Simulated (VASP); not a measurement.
Be2C, 3 atoms in the cell. It takes space group Fm-3m (No. 225, cubic). Conventional cell: a = 4.195 Å, b = 4.195 Å, c = 4.195 Å, α = 90.00°, β = 90.00°, γ = 90.00°. Be (site symmetry -43m) has 4 C at 1.82 Å as nearest neighbours. C (site symmetry m-3m) has 8 Be at 1.82 Å as nearest neighbours. 

| Quantity | Value |
| --- | --- |
| Program | VASP 6.6.1 |
| Task | single point |
| Functional | PBE |
| Potentials or basis | VASP PAW PBE potentials, release 64 (Be, C) |
| Cutoff | 520 eV |
| k mesh | 12 × 12 × 12 |
| Occupations | gaussian, width 0.02 eV |
| Spin | no spin polarisation |
| Dipole correction | no |
| Further INCAR settings | ALGO = Normal; EDIFF = 1e-06; NBANDS = 11 |

Potentials or basis: VASP PAW PBE potentials, release 64 (Be, C).

Command:

```bash
$ cat potpaw_PBE.64/Be/POTCAR potpaw_PBE.64/C/POTCAR > POTCAR
$ mpirun -np 1 vasp_std > vasp.out
```

Hardware: 1 thread of AMD EPYC 9R45 96-Core Processor (Zen 5), on a shared host.

Task: Estimate the wall time of this run.

Result: Wall time 6.5 s on 1 thread of AMD EPYC 9R45 96-Core Processor (Zen 5), with other jobs on the host, peak memory 0.11 GiB. Counts: scf iterations 12, k points 72.
